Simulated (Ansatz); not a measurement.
Consider WS2 (layers cut from the bulk crystal).

The cell holds 3 atoms: 2 S and 1 W. Cell: a = 3.160 Å, b = 3.160 Å, c = 29.500 Å, α = 90.0°, β = 90.0°, γ = 120.0°. It derives from WS2. Vacuum lies along c.

```xyz
3
Lattice="3.1597 0.0000 0.0000 -1.5798 2.7364 0.0000 0.0000 0.0000 29.5000" Properties=species:S:1:pos:R:3
S     1.5798    0.9121   13.1739
W     0.0000    1.8242   14.7500
S     1.5798    0.9121   16.3261
```

The structure was relaxed with PBE-D3(BJ). The runs that relaxed it are not among those shown. Spin-orbit coupling is left out unless a run names it.

Gaps computed with Ansatz 0.2.0 without a self-energy: PBE 1.92 eV, PBE+SOC 1.66 eV and HSE06 2.42 eV.

Q: Estimate the G0W0@PBE gap with 9×9×1 mesh, 339 empty bands, screening to 70 eV, PAW set soft_1 files.

About 2.75 eV: on its mesh the run moves the gap from 1.92 eV by +0.83 eV. Among the scalar-relativistic levels given, HSE06 is nearest (−0.33 eV). Spin-orbit coupling is not in that value; its −0.26 eV at the PBE level would bring it to about 2.49 eV. Bands and cutoff are finite, so the gap is not at the basis limit. The miss can reach some tenths of an eV and take either sign; the mesh is an error of its own. The mesh in the plane is coarse for a sheet; gap and any exciton binding can still move on denser ones. The many-body steps are scalar-relativistic: spin-orbit coupling is not in them.

[Paths, hosts, dates, memory and timing lines, banners, echoed tables and standing remarks are left out of the program output.]

[Logs are printed without paths, hosts, clocks, repeated set-up lines and the standing remarks that a program may print on its own settings, such as how far it seeks lower states.]

[Runs of the session that timed out or met a known fault of the program may be left out.]

[Cells called generated may have been cut or substituted from an entry of the Crystallography Open Database or the Materials Project.]

[Hosts, paths, dates, database ids (printed as entryN), source tags and the programs' standing remarks are cut or masked in the printed files.]
